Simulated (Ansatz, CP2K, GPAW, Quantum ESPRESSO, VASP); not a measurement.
# Hf: 6 runs at one level of theory

```
CELL_PARAMETERS angstrom
3.19670 0.00000 0.00000
-1.59835 2.76842 0.00000
0.00000 0.00000 5.05780
ATOMIC_POSITIONS crystal
Hf 0.66667 0.33333 0.75000
Hf 0.33333 0.66667 0.25000
```

Alike in all runs: task band structure; functional PBEsol; k mesh 10 × 10 × 5; occupations fermi-dirac, width 0.05 eV; no spin polarisation; no spin-orbit coupling. Pressure is positive in compression and, in plane waves, holds the error of the finite cutoff, which Ansatz's Pulay term estimates and takes out.

| program and potentials | plane-wave cutoff (eV) | notes | pressure (GPa) |
| --- | --- | --- | --- |
| Ansatz, Ansatz PAW | 420 | potentials made for PBE, which Ansatz adapts in part; 26 valence electrons an atom on average; Pulay term of +0.04 GPa included | -3.92 |
| VASP, PBE PAW files Hf_pv, 520 eV | 520 | potentials made for PBE; 10 valence electrons an atom on average | -4.30 |
| Quantum ESPRESSO, PseudoDojo 0.4.1 SR PBEsol standard | 789 | 12 valence electrons an atom on average | -3.57 |
| GPAW, PAW data sets generated for this functional | 600 | 12 valence electrons an atom on average | -3.53 |
| CP2K, POTENTIAL_UZH Hf GTH-PBE-q12; TZVP-MOLOPT-PBE-GTH basis | - | atomic basis; potentials made for PBE; 12 valence electrons an atom on average | -2.89 |
| Ansatz, all-electron LAPW, scalar-relativistic | - | - | -3.90 |

The pressure spans -4.30 (VASP, PBE PAW files Hf_pv, 520 eV) to -2.89 GPa (CP2K, POTENTIAL_UZH Hf GTH-PBE-q12; TZVP-MOLOPT-PBE-GTH basis), with all-electron results at -3.90. Rows in atomic bases carry the error of their basis and grid, which can be large.

Differences between rows come from potentials, basis sets and numerical settings, since the functional is the same but for its coding. Runs on potential files found faulty are left out.
